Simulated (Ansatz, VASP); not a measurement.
# NaCl in VASP and in Ansatz

The input POSCAR:

```
NaCl
1.0
    3.4137645164     -0.0457813233     -0.0457813233
   -0.0457813233      3.4137645164     -0.0457813233
   -0.0457813233     -0.0457813233      3.4137645164
Na Cl
1 1
Direct
    0.0000000000      0.0000000000      0.0000000000
    0.5000000000      0.5000000000      0.5000000000
```

Contents of INCAR.step1:

```
SYSTEM = NaCl
PREC = Accurate ; ENCUT = 520
ISMEAR = 0 ; SIGMA = 0.01
LREAL = .FALSE. ; LASPH = .TRUE.
NELM = 80 ; NBANDS = 14
GGA = PE ; ALGO = Normal
EDIFF = 1E-4 ; LWAVE = .TRUE.
LCHARG = .FALSE.
```

The input INCAR.step2:

```
SYSTEM = NaCl
PREC = Accurate ; ENCUT = 520
EDIFF = 1E-7 ; ISMEAR = 0
SIGMA = 0.01 ; LREAL = .FALSE.
LASPH = .TRUE. ; NELM = 80
ALGO = Normal ; ISIF = 2
LWAVE = .FALSE. ; LCHARG = .TRUE.
METAGGA = R2SCAN ; LMIXTAU = .TRUE.
LELF = .TRUE. ; LVHAR = .TRUE.
NBANDS = 14 ; ISTART = 1
```

Contents of KPOINTS:

```
regular mesh
0
G
  8 8 8
  0 0 0
```

Input for Ansatz:

```yaml
crystal:
  lattice:
    - [3.4137645164, -0.0457813233, -0.0457813233]
    - [-0.0457813233, 3.4137645164, -0.0457813233]
    - [-0.0457813233, -0.0457813233, 3.4137645164]
  atoms:
    - { symbol: Na, position: [0.0, 0.0, 0.0] }
    - { symbol: Cl, position: [0.5, 0.5, 0.5] }
kpoints:
  mp_grid: { grid: [8, 8, 8] }
  band_path:
    path:
      - [0.0, 0.0, 0.0]
      - [0.0, 0.5, 0.0]
      - [0.5, 0.5, 0.0]
      - [0.5, 0.5, 0.5]
      - [0.0, 0.5, 0.5]
    npoints: 1
hamiltonian:
  xc: r2scan
scf:
  occupations: { method: fixed }
  n_extra_bands: 4
output:
  forces: true
  stress: true
  eigenvalues: true
  write_density: true
  write_potential: true
  elf: true
  volumetric_format: npy
```

Change from the starting cell: shear_111 strain -4.0%.

Alike in both runs: task single point; functional r2SCAN; k mesh 8 × 8 × 8; no spin polarisation.

|  | VASP | Ansatz |
| --- | --- | --- |
| version | VASP 6.6.1 | Ansatz 0.2.0 |
| potentials or method | VASP PAW PBE potentials, release 64 (Na_pv, Cl) | plane waves, PAW |
| plane-wave cutoff (eV) | 520 | 500 |
| occupations | gaussian, width 0.01 eV | fixed |
| valence electrons in the cell | 14 | 16 |

VASP gave:

| Item | Value |
| --- | --- |
| gap on the k mesh at the Fermi level (eV) | 5.12 |
| pressure (GPa) | 1.2 |
| largest component of the traceless stress (GPa) | 0.09 |

Question: Estimate Ansatz's values.

Answer: gap on the k mesh at the Fermi level (eV): 5.09; pressure (GPa): 1.4; largest component of the traceless stress (GPa): 0.06.

The two sets of potentials don't hold the same shells in valence.

Caveats: the PAW data sets were made with another functional, which shifts forces and pressure a little (VASP). A k mesh can miss the band edges.
